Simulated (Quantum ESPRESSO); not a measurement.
The system is TiTe.

```
Ti Te
1.0
     3.63109    0.00000    0.00000
     0.00000    3.63109    0.00000
     0.00000    0.00000    3.63109
Ti Te
1 1
Direct
  0.00000 0.00000 0.00000
  0.50000 0.50000 0.50000
```

The cell comes from a database or a generator and needn't be the stable form of this composition.

Program: Quantum ESPRESSO 7.5. Alike in all runs: task single point; potentials or basis PseudoDojo 0.4.1 SR LDA standard; spin collinear, ferromagnetic start; Ti d U = 6 eV; cell as given; k mesh 5 × 5 × 5; cutoff (eV) 1143; smearing gaussian 0.05 eV.

Order these runs on this cell by their pressure, lowest first.
A. level LDA+U; form of the LDA correlation PW92
B. level revPBE+U
C. level PBEsol+U

A (-6.5 GPa), C (-4.6 GPa), B (-0.2 GPa).

Caveats: the U is typed as a test and isn't derived for this compound; the potentials were made for another functional, which shifts forces and pressure (some runs).

Runs at the PBE level aren't shown here.
